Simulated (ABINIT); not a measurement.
# Al2O3 (P-3m1) in ABINIT: a series of runs, part 2 of 2

ABINIT 10.8.3 (patched build). Earlier steps stand in the parts before.

## Step 3: Relaxation of cell and atoms, PBEsol

Contents of run.abi:

```
# Pseudopotentials
pp_dirpath "./"
pseudos "Al.GGA_PBE-JTH.xml, O.GGA_PBE-JTH.xml"

# Structure
acell 3*1.0
rprim
     5.7022155940     0.0000000000     0.0000000000
    -2.8511077970     4.9382635623     0.0000000000
     0.0000000000     0.0000000000    14.3139875379
ntypat 2
znucl 13 8
natom 5
typat 1 1 2 2 2
xcart
     0.0000000000     0.0000000000    10.3354003877
     0.0000000000     0.0000000000     3.9785871501
     0.0000000000     0.0000000000     7.1569937689
     2.8511077973     1.6460878539    11.4590054675
    -0.0000000003     3.2921757084     2.8549820704
chkprim 0
chksymtnons 0
tolsym 1.0e-6

# Plane-wave basis
ecut 625.861884 eV
pawecutdg 45.0
pawxcdev 0
pawovlp -1

# k points
kptopt 1
ngkpt 8 8 3
nshiftk 1
shiftk 0.0 0.0 0.0

# Exchange and correlation
ixc -116133

# Bands and occupations
nband 16
occopt 3
tsmear 0.00183747

# SCF cycle
nstep 100
tolvrs 1.0e-9

# Output
iomode 3
prtwf 0
prtden 0
prteig 0
prtebands 0
enunit 1

# Relaxation
ionmov 2
ntime 60
tolmxf 0.0005
optcell 2
dilatmx 1.08
ecutsm 0.5
```

Potentials or basis: JTH PAW PBE v2.0.

Started as:

```bash
abinit run.abi > log 2>&1
```

run.abo:

```text
.Version 10.8.3 of ABINIT
 Symmetries : space group P-3 m 1 (#164); Bravais hP (primitive hexag.)
================================================================================
 Values of the parameters that define the memory need of the present run
     intxc =       0    ionmov =       2      iscf =      17    lmnmax =       8
     lnmax =       4     mgfft =      72  mpssoang =       2    mqgrid =    4669
     natom =       5  nloc_mem =       2    nspden =       1   nspinor =       1
    nsppol =       1      nsym =      12    n1xccc =       1    ntypat =       2
    occopt =       3   xclevel =       2
       mpw =        2701          nfft =       64800          nkpt =          25
 PAW method is used; the additional fine FFT grid is defined by:
   mgfftf=        96    nfftf =    153600
================================================================================
================================================================================

--------------------------------------------------------------------------------
------------- Echo of variables that govern the present computation ------------
--------------------------------------------------------------------------------
 -outvars: echo values of preprocessed input variables --------
            acell      1.0000000000E+00  1.0000000000E+00  1.0000000000E+00 Bohr
              amu      2.69815390E+01  1.59994000E+01
          chkprim           0
      chksymtnons           0
          dilatmx      1.08000000E+00
             ecut      2.30000000E+01 Hartree
           ecutsm      5.00000000E-01 Hartree
           enunit           1
           ionmov           2
              ixc     -116133
         kptrlatt        8    0    0      0    8    0      0    0    3
          kptrlen      4.29419626E+01
            natom           5
            nband          16
            ngfft          30      30      72
          ngfftdg          40      40      96
             nkpt          25
            nstep         100
             nsym          12
            ntime          60
           ntypat           2
           occopt           3
          optcell           2
        pawecutdg      4.50000000E+01 Hartree
          pawovlp     -1.0000000000E+00
         pawxcdev           0
           prtden           0
        prtebands           0
           prteig           0
            prtwf           0
            rprim      5.7022155940E+00  0.0000000000E+00  0.0000000000E+00
                      -2.8511077970E+00  4.9382635623E+00  0.0000000000E+00
                       0.0000000000E+00  0.0000000000E+00  1.4313987538E+01
          spgroup         164
           tolmxf      5.00000000E-04
           tolsym      1.00000000E-06
           tolvrs      1.00000000E-09
           tsmear      1.83747000E-03 Hartree
            typat      1  1  2  2  2
           useylm           1
           xangst      0.0000000000E+00  0.0000000000E+00  5.4692583470E+00
                       0.0000000000E+00  0.0000000000E+00  2.1053776500E+00
                       0.0000000000E+00  0.0000000000E+00  3.7873179985E+00
                       1.5087412710E+00  8.7107217894E-01  6.0638445489E+00
                      -5.5834643241E-17  1.7421443579E+00  1.5107914481E+00
            xcart      0.0000000000E+00  0.0000000000E+00  1.0335400388E+01
                       0.0000000000E+00  0.0000000000E+00  3.9785871501E+00
                       0.0000000000E+00  0.0000000000E+00  7.1569937689E+00
                       2.8511077970E+00  1.6460878541E+00  1.1459005467E+01
                      -1.0551218406E-16  3.2921757082E+00  2.8549820703E+00
             xred      0.0000000000E+00  0.0000000000E+00  7.2204900000E-01
                       0.0000000000E+00  0.0000000000E+00  2.7795100000E-01
                       0.0000000000E+00  0.0000000000E+00  5.0000000000E-01
                       6.6666666667E-01  3.3333333333E-01  8.0054600000E-01
                       3.3333333333E-01  6.6666666667E-01  1.9945400000E-01
[... 1448 lines left out ...]
    3     -0.00000000000000    -0.00000000000000     3.99852854057927
    4      1.49749435033144     0.86457876628084     6.27368928446995
    5     -0.00000000000000     1.72915753256169     1.72336779668859

 cartesian forces (hartree/bohr) at end:
    1     -0.00000000000000     0.00000000000000    -0.00012903637639
    2     -0.00000000000000     0.00000000000000     0.00012903637639
    3     -0.00000000000000     0.00000000000000    -0.00000000000000
    4      0.00000000000000    -0.00000000000000    -0.00003431396523
    5     -0.00000000000000    -0.00000000000000     0.00003431396523
 frms,max,avg= 4.8754945E-05 1.2903638E-04   0.000E+00  0.000E+00  0.000E+00 h/b

 cartesian forces (eV/Angstrom) at end:
    1     -0.00000000000000     0.00000000000000    -0.00663531725793
    2     -0.00000000000000     0.00000000000000     0.00663531725793
    3     -0.00000000000000     0.00000000000000    -0.00000000000000
    4      0.00000000000000    -0.00000000000000    -0.00176449503641
    5     -0.00000000000000    -0.00000000000000     0.00176449503641
 frms,max,avg= 2.5070801E-03 6.6353173E-03   0.000E+00  0.000E+00  0.000E+00 e/A
 length scales=  5.659708394441  5.659708394476 15.112247696747 bohr
              =  2.994988700663  2.994988700681  7.997057081214 angstroms
 Fermi (or HOMO) energy (eV) =   5.28196   Average Vxc (eV)=  -9.37175
 Eigenvalues (   eV  ) for nkpt=  25  k points:
 kpt#   1, nband= 16, wtk=  0.00521, kpt=  0.0000  0.0000  0.0000 (reduced coord)
 -15.59098  -15.44829  -12.78006   -1.95300   -0.38046    0.30519    0.30519    0.30603
   0.30603    1.50785    4.07822    4.07822    6.37312    8.18210   11.06844   13.59659
 prteigrs : prtvol=0 or 1, do not print more k-points.

--- !EnergyTerms
iteration_state     : {dtset: 1, itime: 11, icycle: 1, }
comment             : Components of total free energy in Hartree
kinetic             :  2.49186009829502E+01
hartree             :  2.04919261971869E+01
xc                  : -1.10148826882358E+01
Ewald energy        : -3.30814860489751E+01
psp_core            :  3.70480519946229E-01
local_psp           : -5.90451809504094E+01
PAW spherical_terms :  4.59394652349741E+00
internal            : -5.27665954640395E+01
'-kT*entropy'       : -3.13705289676765E-13
total_energy        : -5.27665954640398E+01
total_energy_eV     : -1.43585221005742E+03
...

--- !EnergyTermsDC
iteration_state     : {dtset: 1, itime: 11, icycle: 1, }
comment             : '"Double-counting" decomposition of free energy'
band_energy         : -3.00084048659255E+00
Ewald energy        : -3.30814860489751E+01
psp_core            :  3.70480519946229E-01
xc_dc               : -1.76989343503303E+01
PAW spherical_terms :  6.44182498651675E-01
internal            : -5.27665978673000E+01
'-kT*entropy'       : -3.13705289676765E-13
total_energy_dc     : -5.27665978673003E+01
total_energy_dc_eV  : -1.43585227545347E+03
...

--- !EnergyTermsWithPAWCore
iteration_state     : {dtset: 1, itime: 11, icycle: 1, }
comment             : 'Components of total free energy, including PAW core contributions'
Total energy        : -7.10016220691482E+02
Total energy DC     : -7.10016223094742E+02
Total energy (eV)   : -1.93205256221476E+04
Total energy DC (eV): -1.93205256875436E+04
...

 rms coord change=  7.3506E-03   atom, delta coord (reduced):
     1       -0.000000000000     -0.000000000000     -0.012155456740
     2       -0.000000000000     -0.000000000000      0.012155456740
     3       -0.000000000000     -0.000000000000      0.000000000000
     4        0.000000000000     -0.000000000000     -0.016046249555
     5        0.000000000000      0.000000000000      0.016046249555

 Cartesian components of stress tensor (hartree/bohr^3)
  sigma(1 1)=  1.21755470E-07  sigma(3 2)=  0.00000000E+00
  sigma(2 2)=  1.21755456E-07  sigma(3 1)=  0.00000000E+00
  sigma(3 3)=  4.41108011E-06  sigma(2 1)=  0.00000000E+00

-Cartesian components of stress tensor (GPa)         [Pressure= -4.5648E-02 GPa]
- sigma(1 1)=  3.58216961E-03  sigma(3 2)=  0.00000000E+00
- sigma(2 2)=  3.58216919E-03  sigma(3 1)=  0.00000000E+00
- sigma(3 3)=  1.29778457E-01  sigma(2 1)=  0.00000000E+00

== END DATASET(S) ==============================================================
================================================================================

 -outvars: echo values of variables after computation  --------
            acell      5.6597083944E+00  5.6597083945E+00  1.5112247697E+01 Bohr
           etotal     -5.2766597867E+01
            fcart     -3.8060550622E-29  9.8884211161E-29 -1.2903637639E-04
                      -3.8060550622E-29  9.8884211161E-29  1.2903637639E-04
                      -3.8060550622E-29  4.3948538294E-29 -0.0000000000E+00
                       7.2315046182E-28 -1.7579415318E-28 -3.4313965226E-05
                      -6.0896880995E-28 -6.5922807441E-29  3.4313965226E-05
            rprim      1.0000000000E+00  0.0000000000E+00  0.0000000000E+00
                      -5.0000000000E-01  8.6602540379E-01  0.0000000000E+00
                       0.0000000000E+00  0.0000000000E+00  1.0000000000E+00
           strten      1.2175547030E-07  1.2175545590E-07  4.4110801108E-06
                       0.0000000000E+00  0.0000000000E+00  0.0000000000E+00
           xangst     -1.9642971920E-28 -3.3609555792E-28  5.6770591870E+00
                      -2.6924314826E-28 -1.8422889348E-28  2.3199978942E+00
                      -1.5618693630E-28 -3.2032186717E-28  3.9985285406E+00
                       1.4974943503E+00  8.6457876628E-01  6.2736892845E+00
                      -2.9042031287E-16  1.7291575326E+00  1.7233677967E+00
             xred     -1.3037597770E-28 -1.2957969477E-28  7.0989354326E-01
                      -1.2541207565E-28 -7.1028382323E-29  2.9010645674E-01
                      -1.1389854408E-28 -1.2349823971E-28  5.0000000000E-01
                       6.6666666667E-01  3.3333333333E-01  7.8449975044E-01
                       3.3333333333E-01  6.6666666667E-01  2.1550024955E-01
 Calculation completed.
```

Wall time 11 min (1 thread of Arm Neoverse V1, shared host); peak memory 0.15 GiB.

Results:

- Free energy: -1435.8523 eV
- Relaxed volume: 12.42 Å³/atom
- Relaxed cell: a = 2.995 Å, b = 2.995 Å, c = 7.997 Å, α = 90.00°, β = 90.00°, γ = 120.00°
- Space group after relaxing (to 0.05 Å): P-3m1 (No. 164)
- Energy gained by relaxing: 2.8 meV/atom
- Ionic steps: 11
- Pressure after relaxing: 0.0 GPa
- Largest force after relaxing: 0.007 eV/Å
- Band gap on the k mesh: 2.29 eV, direct

Forces in eV/Å, atoms in the order of the input:
```
Al   0.000  0.000 -0.007
Al   0.000  0.000  0.007
O    0.000  0.000  0.000
O    0.000  0.000 -0.002
O    0.000  0.000  0.002
```

The path:
```csv
step,energy change (eV),largest force (eV/Å),pressure (GPa),volume (Å³)
1,0.0000,0.1263,-2.40,59.73
2,-0.0060,0.0498,-1.20,59.29
3,-0.0084,0.0563,0.11,58.83
4,-0.0086,0.0486,0.11,58.83
5,-0.0089,0.0392,0.04,58.87
6,-0.0089,0.0415,0.04,58.88
7,-0.0099,0.0831,-0.03,59.28
8,-0.0114,0.1004,-0.03,59.93
9,-0.0135,0.1009,0.14,61.35
10,-0.0139,0.0495,0.12,62.35
11,-0.0141,0.0066,-0.05,62.12
```

Final structure:
```yaml
crystal:
  lattice:
    - [2.99499, 0.00000, 0.00000]
    - [-1.49749, 2.59374, 0.00000]
    - [0.00000, 0.00000, 7.99706]
  atoms:
    - { symbol: Al, position: [0.00000, 0.00000, 0.70989] }
    - { symbol: Al, position: [0.00000, 0.00000, 0.29011] }
    - { symbol: O, position: [0.00000, 0.00000, 0.50000] }
    - { symbol: O, position: [0.66667, 0.33333, 0.78450] }
    - { symbol: O, position: [0.33333, 0.66667, 0.21550] }
```

Levels at points of the mesh, in eV from the valence-band top:
| k point | band 8 | band 9 | band 10 | band 11 | band 12 | band 13 | band 14 | band 15 | band 16 |
| --- | --- | --- | --- | --- | --- | --- | --- | --- | --- |
| (0.00, 0.00, 0.00) | -3.77 | -3.77 | -2.57 | 0.00 | 0.00 | 2.29 | 4.10 | 6.99 | 9.52 |
| (0.50, 0.00, 0.00) | -4.39 | -3.58 | -3.27 | -1.84 | -0.51 | 4.54 | 6.01 | 8.24 | 8.73 |

Caveat: the PAW data sets were made with another functional, which shifts forces and pressure a little; an odd mesh through Γ misses points on the zone boundary, where band edges often lie; the atomic spheres overlap. A hybrid or GW would open this gap; PBEsol tends to underestimate it.
